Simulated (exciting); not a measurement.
# Ag (Fm-3m) in exciting: a series of runs

Aim: see how the results for Ag move with the level of theory and the settings. Levels: LDA, PBEsol. Tasks: band structure.

All numbers are computed with exciting (release sodium); they aren't measurements. Logs are shortened: lines on timing, memory, paths and dates and some standing lists are left out, and cuts for length are marked.

## 1. Starting point

It takes space group Fm-3m (No. 225, cubic). Conventional cell: a = 4.085 Å, b = 4.085 Å, c = 4.085 Å, α = 90.00°, β = 90.00°, γ = 90.00°. Ag (site symmetry m-3m) has 12 Ag at 2.89 Å as nearest neighbours.

## 2. Band structure, LDA

Contents of input.xml:

```xml
<input>
  <title>Ag</title>
  <structure speciespath="./" tshift="false">
    <crystal scale="1">
      <basevect>0.000000000000 3.860238041079 3.860238041079</basevect>
      <basevect>3.860238041079 0.000000000000 3.860238041079</basevect>
      <basevect>3.860238041079 3.860238041079 0.000000000000</basevect>
    </crystal>
    <species speciesfile="Ag.xml" rmt="2.3">
      <atom coord="0.000000000000 0.000000000000 0.000000000000"/>
    </species>
  </structure>
  <groundstate do="fromscratch" ngridk="11 11 11" rgkmax="9" gmaxvr="14" lmaxapw="10" lmaxmat="10" lmaxvr="8" xctype="LDA_PW" stype="Fermi Dirac" swidth="0.00183747" nempty="12" ValenceRelativity="iora*" epsengy="1e-05" epspot="1e-05" maxscl="60" outputlevel="low"/>
  <properties>
    <bandstructure>
      <plot1d>
        <path steps="80">
          <point coord="0 0 0" label="G"/>
          <point coord="0.5 0 0.5" label="X"/>
          <point coord="0.5 0.25 0.75" label="W"/>
          <point coord="0.375 0.375 0.75" label="K"/>
          <point coord="0 0 0" label="G"/>
          <point coord="0.5 0.5 0.5" label="L"/>
          <point coord="0.625 0.25 0.625" label="U"/>
          <point coord="0.5 0.25 0.75" label="W"/>
          <point coord="0.5 0.5 0.5" label="L"/>
          <point coord="0.375 0.375 0.75" label="K" breakafter="true"/>
          <point coord="0.625 0.25 0.625" label="U"/>
          <point coord="0.5 0 0.5" label="X"/>
        </path>
      </plot1d>
    </bandstructure>
  </properties>
</input>
```

Potentials or basis: all-electron LAPW+lo, shipped species files, valence relativity iora*.

On the command line:

```bash
> OMP_NUM_THREADS=1 exciting_smp
```

INFO.OUT:

```text
================================================================================
EXCITING SODIUM started
[... 10 lines left out ...]

 Lattice vectors (cartesian) :
      0.0000000000      3.8602380411      3.8602380411
      3.8602380411      0.0000000000      3.8602380411
      3.8602380411      3.8602380411      0.0000000000

 Reciprocal lattice vectors (cartesian) :
     -0.8138339191      0.8138339191      0.8138339191
      0.8138339191     -0.8138339191      0.8138339191
      0.8138339191      0.8138339191     -0.8138339191

 Unit cell volume                           :     115.0461936135
 Brillouin zone volume                      :       2.1560923108

 Species :    1 (Ag)
     parameters loaded from                 :    Ag.xml
     name                                   :    silver

     atomic positions (lattice) :
       1 :   0.00000000  0.00000000  0.00000000

 Total number of atoms per unit cell        :       1

 Spin treatment                             :    spin-unpolarised

 Number of Bravais lattice symmetries       :      48
 Number of crystal symmetries               :      48

 k-point grid                               :      11   11   11
 Total number of k-points                   :      56
 k-point set is reduced with crystal symmetries

 R^MT_min * |G+k|_max (rgkmax)              :       9.00000000

 G-vector grid sizes                        :      25    25    25
 Total number of G-vectors                  :    5209

 Total nuclear charge                       :     -47.00000000
 Total electronic charge                    :      47.00000000

 Number of empty states                     :      12
 Total number of valence states             :      22

 Exchange-correlation type                  :       3
     Perdew-Wang, Phys. Rev. B 45, 13244 (1992)

 Smearing scheme                            :    Fermi-Dirac
[... 7 lines left out ...]
* Groundstate module started                                                   *
********************************************************************************
 Output level for this task is set to low

++++++++++++++++++++++++++++++++++++++++++++++++++++++++++++++++++++++++++++++++
[... 5 lines left out ...]
+ SCF iteration number :    1                                                  +
++++++++++++++++++++++++++++++++++++++++++++++++++++++++++++++++++++++++++++++++
 Total energy                               :     -5302.06658508
 _______________________________________________________________
 Fermi energy                               :         0.31724085
 DOS at Fermi energy (states/Ha/cell)       :         7.93638704
 Electron charge: Core leakage              :         0.00000003

++++++++++++++++++++++++++++++++++++++++++++++++++++++++++++++++++++++++++++++++
+ SCF iteration number :    2                                                  +
++++++++++++++++++++++++++++++++++++++++++++++++++++++++++++++++++++++++++++++++
 Total energy                               :     -5309.93887051
 _______________________________________________________________
 Fermi energy                               :         0.30770072
 DOS at Fermi energy (states/Ha/cell)       :         8.27191728
 Electron charge: Core leakage              :         0.00000003

 RMS change in effective potential (target) :  0.254104E-01  ( 0.100000E-04)
 Absolute change in total energy   (target) :   7.87229      ( 0.100000E-04)
 Charge distance                   (target) :  0.757994E-02  ( 0.100000E-04)

++++++++++++++++++++++++++++++++++++++++++++++++++++++++++++++++++++++++++++++++
+ SCF iteration number :    3                                                  +
++++++++++++++++++++++++++++++++++++++++++++++++++++++++++++++++++++++++++++++++
 Total energy                               :     -5312.04421567
 _______________________________________________________________
 Fermi energy                               :         0.30391435
 DOS at Fermi energy (states/Ha/cell)       :         9.27928653
 Electron charge: Core leakage              :         0.00000003

 RMS change in effective potential (target) :  0.175299E-01  ( 0.100000E-04)
 Absolute change in total energy   (target) :   2.10535      ( 0.100000E-04)
 Charge distance                   (target) :  0.219346E-02  ( 0.100000E-04)

++++++++++++++++++++++++++++++++++++++++++++++++++++++++++++++++++++++++++++++++
+ SCF iteration number :    4                                                  +
++++++++++++++++++++++++++++++++++++++++++++++++++++++++++++++++++++++++++++++++
 Total energy                               :     -5311.75439371
 _______________________________________________________________
 Fermi energy                               :         0.29731636
 DOS at Fermi energy (states/Ha/cell)       :         9.58443858
 Electron charge: Core leakage              :         0.00000003

 RMS change in effective potential (target) :  0.553725E-02  ( 0.100000E-04)
[... 23 lines left out ...]
 Electron charge: Core leakage              :         0.00000003

 RMS change in effective potential (target) :  0.572361E-04  ( 0.100000E-04)
 Absolute change in total energy   (target) :  0.325327      ( 0.100000E-04)
 Charge distance                   (target) :  0.371440E-03  ( 0.100000E-04)

++++++++++++++++++++++++++++++++++++++++++++++++++++++++++++++++++++++++++++++++
+ SCF iteration number :    7                                                  +
++++++++++++++++++++++++++++++++++++++++++++++++++++++++++++++++++++++++++++++++
 Total energy                               :     -5312.44577813
 _______________________________________________________________
 Fermi energy                               :         0.29648857
 DOS at Fermi energy (states/Ha/cell)       :        10.07487079
 Electron charge: Core leakage              :         0.00000003

 RMS change in effective potential (target) :  0.340655E-04  ( 0.100000E-04)
 Absolute change in total energy   (target) :  0.222202E-02  ( 0.100000E-04)
 Charge distance                   (target) :  0.793365E-05  ( 0.100000E-04)

++++++++++++++++++++++++++++++++++++++++++++++++++++++++++++++++++++++++++++++++
+ SCF iteration number :    8                                                  +
++++++++++++++++++++++++++++++++++++++++++++++++++++++++++++++++++++++++++++++++
 Total energy                               :     -5312.44230397
 _______________________________________________________________
 Fermi energy                               :         0.29648972
 DOS at Fermi energy (states/Ha/cell)       :        10.07236795
 Electron charge: Core leakage              :         0.00000003

 RMS change in effective potential (target) :  0.123280E-05  ( 0.100000E-04)
 Absolute change in total energy   (target) :  0.347416E-02  ( 0.100000E-04)
 Charge distance                   (target) :  0.314689E-05  ( 0.100000E-04)

++++++++++++++++++++++++++++++++++++++++++++++++++++++++++++++++++++++++++++++++
+ SCF iteration number :    9                                                  +
++++++++++++++++++++++++++++++++++++++++++++++++++++++++++++++++++++++++++++++++
 Total energy                               :     -5312.44229238
 _______________________________________________________________
 Fermi energy                               :         0.29648998
 DOS at Fermi energy (states/Ha/cell)       :        10.07231982
 Electron charge: Core leakage              :         0.00000003

 RMS change in effective potential (target) :  0.554034E-06  ( 0.100000E-04)
 Absolute change in total energy   (target) :  0.115817E-04  ( 0.100000E-04)
 Charge distance                   (target) :  0.540143E-07  ( 0.100000E-04)

++++++++++++++++++++++++++++++++++++++++++++++++++++++++++++++++++++++++++++++++
+ SCF iteration number :   10                                                  +
++++++++++++++++++++++++++++++++++++++++++++++++++++++++++++++++++++++++++++++++
 Total energy                               :     -5312.44234331
 _______________________________________________________________
 Fermi energy                               :         0.29648999
 DOS at Fermi energy (states/Ha/cell)       :        10.07233574
 Electron charge: Core leakage              :         0.00000003

 RMS change in effective potential (target) :  0.105144E-07  ( 0.100000E-04)
 Absolute change in total energy   (target) :  0.509227E-04  ( 0.100000E-04)
 Charge distance                   (target) :  0.292394E-07  ( 0.100000E-04)

++++++++++++++++++++++++++++++++++++++++++++++++++++++++++++++++++++++++++++++++
+ SCF iteration number :   11                                                  +
++++++++++++++++++++++++++++++++++++++++++++++++++++++++++++++++++++++++++++++++
 Total energy                               :     -5312.44234413
 _______________________________________________________________
 Fermi energy                               :         0.29648998
 DOS at Fermi energy (states/Ha/cell)       :        10.07233357
 Electron charge: Core leakage              :         0.00000003

 RMS change in effective potential (target) :  0.197270E-08  ( 0.100000E-04)
 Absolute change in total energy   (target) :  0.826562E-06  ( 0.100000E-04)
 Charge distance                   (target) :  0.250716E-08  ( 0.100000E-04)

++++++++++++++++++++++++++++++++++++++++++++++++++++++++++++++++++++++++++++++++
+ SCF iteration number :   12                                                  +
++++++++++++++++++++++++++++++++++++++++++++++++++++++++++++++++++++++++++++++++
 Total energy                               :     -5312.44234392
 _______________________________________________________________
 Fermi energy                               :         0.29648998
 DOS at Fermi energy (states/Ha/cell)       :        10.07233372
 Electron charge: Core leakage              :         0.00000003

 RMS change in effective potential (target) :  0.165689E-09  ( 0.100000E-04)
 Absolute change in total energy   (target) :  0.217387E-06  ( 0.100000E-04)
 Charge distance                   (target) :  0.222967E-09  ( 0.100000E-04)

++++++++++++++++++++++++++++++++++++++++++++++++++++++++++++++++++++++++++++++++
| Convergency criteria checked for the last 2 iterations                       +
| Convergence targets achieved. Performing final SCF iteration                 +
++++++++++++++++++++++++++++++++++++++++++++++++++++++++++++++++++++++++++++++++
 Total energy                               :     -5312.44234393
 _______________________________________________________________
 Fermi energy                               :         0.29648998
 DOS at Fermi energy (states/Ha/cell)       :        10.07233372
 Electron charge: Core leakage              :         0.00000003

++++++++++++++++++++++++++++++++++++++++++++++++++++++++++++++++++++++++++++++++
[... 12 lines left out ...]
| EXCITING SODIUM stopped                                                      =
================================================================================
```

Run time: 23 s. Hardware: 1 thread of Arm Neoverse V1, shared host; peak memory 0.1 GiB.

What came out:

```
Free energy            : -144558.9234 eV
Band gap on the k mesh : none (metal or under the smearing width)
```

Levels at the corners of the path, in eV from the Fermi level:
| point | band 6 | band 7 | band 8 | band 9 | band 10 | band 11 | band 12 | band 13 |
| --- | --- | --- | --- | --- | --- | --- | --- | --- |
| Γ | -4.98 | -4.98 | -4.98 | -3.92 | -3.92 | 15.71 | 19.21 | 19.21 |
| X | -6.49 | -3.14 | -2.91 | -2.91 | 1.32 | 6.48 | 10.32 | 10.32 |
| W | -5.26 | -5.26 | -3.92 | -2.90 | 5.70 | 5.70 | 6.62 | 8.05 |
| K | -5.77 | -4.26 | -3.70 | -3.19 | 4.04 | 4.96 | 6.90 | 12.46 |
| Γ | -4.98 | -4.98 | -4.98 | -3.92 | -3.92 | 15.71 | 19.21 | 19.21 |
| L | -5.00 | -5.00 | -3.11 | -3.11 | -0.65 | 3.33 | 14.99 | 17.45 |
| U | -5.77 | -4.26 | -3.70 | -3.19 | 4.04 | 4.96 | 6.90 | 12.46 |
| W | -5.26 | -5.26 | -3.92 | -2.90 | 5.70 | 5.70 | 6.62 | 8.05 |
| L | -5.00 | -5.00 | -3.11 | -3.11 | -0.65 | 3.33 | 14.99 | 17.45 |
| K | -5.77 | -4.26 | -3.70 | -3.19 | 4.04 | 4.96 | 6.90 | 12.46 |
| U | -5.77 | -4.26 | -3.70 | -3.19 | 4.04 | 4.96 | 6.90 | 12.46 |
| X | -6.49 | -3.14 | -2.91 | -2.91 | 1.32 | 6.48 | 10.32 | 10.32 |

Caveat: the log's total energy holds no entropy term; the free energy is that total less TS from the occupations.

## 3. Band structure, LDA, spin-orbit coupling, no magnetisation

input.xml, as its differences from that of step 2:

```diff
@@ -12,3 +12,5 @@
   </structure>
-  <groundstate do="fromscratch" ngridk="11 11 11" rgkmax="9" gmaxvr="14" lmaxapw="10" lmaxmat="10" lmaxvr="8" xctype="LDA_PW" stype="Fermi Dirac" swidth="0.00183747" nempty="12" ValenceRelativity="iora*" epsengy="1e-05" epspot="1e-05" maxscl="60" outputlevel="low"/>
+  <groundstate do="fromscratch" ngridk="8 8 8" rgkmax="9" gmaxvr="14" lmaxapw="10" lmaxmat="10" lmaxvr="8" xctype="LDA_PW" stype="Fermi Dirac" swidth="0.00183747" nempty="20" ValenceRelativity="iora*" epsengy="1e-05" epspot="1e-05" maxscl="60" outputlevel="normal">
+    <spin spinorb="true"/>
+  </groundstate>
   <properties>
@@ -32,2 +34,3 @@
     </bandstructure>
+    <dos nwdos="300" winddos="-0.6 0.5" inttype="tetra" ngrdos="100" nsmdos="0" lmirep="true"/>
   </properties>
```

Potentials or basis: all-electron LAPW+lo, shipped species files, valence relativity iora*.

On the command line:

```bash
> OMP_NUM_THREADS=1 exciting_smp
```

Run time: 55 s. Hardware: 1 thread of Arm Neoverse V1, shared host; peak memory 0.12 GiB.

Results (log left out):

```yaml
Band_gap_on_the_k_mesh: none (metal or under the smearing width)
All_electrons_inside_the_program's_atomic_spheres: Ag 45.24 (radii Ag 2.3 bohr)
```

Levels at the corners of the path, in eV from the Fermi level:
```csv
point,band 16,band 17,band 18,band 19,band 20,band 21
Γ,-4.36,-3.46,-3.46,-3.46,-3.46,16.10
X,-2.63,-2.29,-2.29,1.71,1.71,6.88
W,-3.48,-2.48,-2.48,5.94,5.94,6.26
K,-3.30,-2.74,-2.74,4.43,4.43,5.37
Γ,-4.36,-3.46,-3.46,-3.46,-3.46,16.10
L,-2.81,-2.58,-2.58,-0.26,-0.26,3.73
U,-3.30,-2.74,-2.74,4.43,4.43,5.37
W,-3.48,-2.48,-2.48,5.94,5.94,6.26
L,-2.81,-2.58,-2.58,-0.26,-0.26,3.73
K,-3.30,-2.74,-2.74,4.43,4.43,5.37
U,-3.30,-2.74,-2.74,4.43,4.43,5.37
X,-2.63,-2.29,-2.29,1.71,1.71,6.88
```

States per cell in windows of 0.5 eV (zero at the Fermi level; states under -8 eV left out):
```tsv
from (eV)	total	Ag1 d	Ag1 s	Ag1 p	Ag1 f
-8.0	0.00	0.00	0.00	0.00	0.00
-7.5	0.03	0.00	0.01	0.00	0.00
-7.0	0.06	0.00	0.02	0.00	0.00
-6.5	0.39	0.21	0.05	0.01	0.00
-6.0	1.65	1.17	0.07	0.02	0.00
-5.5	1.14	0.91	0.01	0.02	0.00
-5.0	1.33	1.12	0.01	0.01	0.00
-4.5	1.58	1.29	0.02	0.03	0.00
-4.0	1.55	1.36	0.01	0.02	0.00
-3.5	1.22	1.12	0.01	0.01	0.00
-3.0	1.43	1.34	0.01	0.01	0.00
-2.5	0.16	0.11	0.01	0.01	0.00
-2.0	0.11	0.05	0.01	0.01	0.00
-1.5	0.11	0.05	0.01	0.01	0.00
-1.0	0.12	0.05	0.01	0.01	0.00
-0.5	0.13	0.04	0.01	0.02	0.00
0.0	0.13	0.04	0.01	0.02	0.00
0.5	0.13	0.03	0.01	0.02	0.00
1.0	0.13	0.03	0.01	0.02	0.00
1.5	0.14	0.03	0.01	0.03	0.00
2.0	0.13	0.03	0.01	0.03	0.00
2.5	0.13	0.03	0.01	0.03	0.00
3.0	0.11	0.02	0.01	0.02	0.00
3.5	0.12	0.02	0.02	0.02	0.00
4.0	0.13	0.03	0.03	0.02	0.00
4.5	0.12	0.03	0.03	0.01	0.00
5.0	0.15	0.03	0.03	0.02	0.00
5.5	0.19	0.03	0.04	0.03	0.00
6.0	0.20	0.03	0.03	0.04	0.00
6.5	0.13	0.02	0.03	0.02	0.00
7.0	0.16	0.02	0.04	0.02	0.00
7.5	0.19	0.03	0.04	0.03	0.00
```

Caveat: total energies with spin-orbit coupling aren't reliable in this program, so none is listed and the log's shouldn't be used; the tetrahedron DOS on this energy grid can lose part of the weight of narrow d or f bands.

## 4. Band structure, PBEsol

input.xml, as its differences from that of step 3:

```diff
@@ -12,5 +12,3 @@
   </structure>
-  <groundstate do="fromscratch" ngridk="8 8 8" rgkmax="9" gmaxvr="14" lmaxapw="10" lmaxmat="10" lmaxvr="8" xctype="LDA_PW" stype="Fermi Dirac" swidth="0.00183747" nempty="20" ValenceRelativity="iora*" epsengy="1e-05" epspot="1e-05" maxscl="60" outputlevel="normal">
-    <spin spinorb="true"/>
-  </groundstate>
+  <groundstate do="fromscratch" ngridk="11 11 11" rgkmax="9" gmaxvr="14" lmaxapw="10" lmaxmat="10" lmaxvr="8" xctype="GGA_PBE_SOL" stype="Fermi Dirac" swidth="0.00183747" nempty="12" ValenceRelativity="iora*" epsengy="1e-05" epspot="1e-05" maxscl="60" outputlevel="normal"/>
   <properties>
@@ -34,3 +32,2 @@
     </bandstructure>
-    <dos nwdos="300" winddos="-0.6 0.5" inttype="tetra" ngrdos="100" nsmdos="0" lmirep="true"/>
   </properties>
```

On the command line:

```bash
> OMP_NUM_THREADS=1 exciting_smp
```

Wall time 23 s (1 thread of Arm Neoverse V1, shared host); peak memory 0.1 GiB.

Results (log left out):

```
Free energy                                       : -144622.9559 eV
Band gap on the k mesh                            : none (metal or under the smearing width)
All electrons inside the program's atomic spheres : Ag 45.23 (radii Ag 2.3 bohr)
```

Levels at the corners of the path, in eV from the Fermi level:
```
point  band 7  band 8  band 9  band 10  band 11  band 12
    Γ   -4.97   -4.97   -3.92    -3.92    15.65    19.23
    X   -3.15   -2.91   -2.91     1.32     6.52    10.37
    W   -5.26   -3.92   -2.91     5.71     5.71     6.72
    K   -4.26   -3.70   -3.20     4.04     5.00     6.92
    Γ   -4.97   -4.97   -3.92    -3.92    15.65    19.23
    L   -4.99   -3.12   -3.12    -0.67     3.38    14.92
    U   -4.26   -3.70   -3.20     4.04     5.00     6.92
    W   -5.26   -3.92   -2.91     5.71     5.71     6.72
    L   -4.99   -3.12   -3.12    -0.67     3.38    14.92
    K   -4.26   -3.70   -3.20     4.04     5.00     6.92
    U   -4.26   -3.70   -3.20     4.04     5.00     6.92
    X   -3.15   -2.91   -2.91     1.32     6.52    10.37
```

Caveat: the log's total energy holds no entropy term; the free energy is that total less TS from the occupations.

## 5. The runs side by side

```csv
level,spin,k mesh,outputlevel,nempty,gap on the mesh (eV)
LDA,off,11 × 11 × 11,low,12,none
LDA,"SOC, no magnetisation",8 × 8 × 8,normal,20,none
PBEsol,off,11 × 11 × 11,normal,12,none
```

Alike in all rows: task band structure; potentials or basis all-electron LAPW+lo, shipped species files, valence relativity iora*; cell as given; smearing fermi-dirac 0.05 eV; rgkmax 9.

Caveats: the free energy is that total less TS from the occupations (some runs); the tetrahedron DOS on this energy grid can lose part of the weight of narrow d or f bands (some runs).

Compare energies only between runs with the same functional and basis.
